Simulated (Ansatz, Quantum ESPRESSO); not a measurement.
## SiO2 [001], quartz: pulling along c

The c axis is held at a set length while the cell relaxes sideways. How do the lateral strain and the stress follow? The strained cell has c along the load; unstrained it is a = 4.9503 Å, b = 4.9503 Å, c = 5.4426 Å, α = 90.00°, β = 90.00°, γ = 120.00°, with 9 atoms.

Calculated with Ansatz 0.2.0, PBEsol, PAW files of the set soft_1, cutoff 600 eV, Fermi–Dirac smearing 0.02 eV, k-mesh 7×7×5, no spin polarisation, no spin-orbit coupling.

Relaxed positions at 0 %:

```csv
atom,x,y,z
Si,0.4705,0.0000,0.6667
Si,0.0000,0.4705,0.3333
Si,0.5295,0.5295,0.0000
O,0.4126,0.2667,0.7857
O,0.7333,0.1459,0.4524
O,0.8541,0.5874,0.1190
O,0.2667,0.4126,0.2143
O,0.1459,0.7333,0.5476
O,0.5874,0.8541,0.8810
```

```
ε_c (%)   a (Å)   c (Å)  ε_a (%)  σ (GPa, tension positive)
     −3  4.9713  5.2793    0.425                      −2.83
     −2  4.9623  5.3338    0.243                      −1.86
      0  4.9503  5.4426    0.000                       0.00
      1  4.9450  5.4970   −0.106                       0.92
      2  4.9410  5.5515   −0.188                       1.81
      3  4.9379  5.6059   −0.250                       2.68
```

**Question.** Fit both responses and give the free strain and the stress at −1 %, a row left out above.

Least squares with y = y0 + y1 ε + y2 ε² (ε in %) gives ε_a = −0.006 + (−0.1110) ε + (0.0101) ε² and σ = 0.01 + (0.918) ε + (−0.009) ε² GPa. The linear terms put the ratio of free to applied strain at −0.111 and the Young modulus at 92 GPa.

At −1 % the free strain comes out as 0.115 %. The run itself gives 0.114 %, so the estimate misses by 0.001 %; the fitted rows themselves lie up to 0.013 % off the law.

The stress comes out as −0.92 GPa. The run itself gives −0.92 GPa, so the estimate misses by 0.00 GPa, a rounding's worth.

The same fit over all rows at other levels or in other programs gives the strain ratio = −0.116 with PBEsol (Quantum ESPRESSO, GBRV).

[Logs are printed without paths, hosts, clocks, repeated set-up lines and the standing remarks that a program may print on its own settings, such as how far it seeks lower states.]
